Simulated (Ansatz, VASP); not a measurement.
# Two plane-wave programs on Mg

```
Mg
1.0
    -1.82172    1.82172    1.59236
     1.82172   -1.82172    1.59236
     1.82172    1.82172   -1.59236
Mg
1
Cartesian
  0.0000 0.0000 0.0000
```

Alike in both runs: task single point; functional PBE; k mesh 20 × 20 × 20; occupations gaussian, width 0.15 eV; no spin polarisation.

```csv
,VASP,Ansatz
version,VASP 6.6.1,Ansatz 0.2.0
potentials or method,"VASP PAW PBE potentials, release 64 (Mg)","scalar-relativistic, plane waves, PAW"
plane-wave cutoff (eV),520,520
valence electrons in the cell,2,10
```

```tsv
	VASP	Ansatz	Ansatz less VASP
gap on the k mesh at the Fermi level (eV)	none	none	-
pressure (GPa)	3.6	3.7	+0.12
largest component of the traceless stress (GPa)	1.09	1.09	+0.001
```

A gap of «none» marks a metal or a gap that the smearing closes. The two sets of potentials don't hold the same shells in valence.
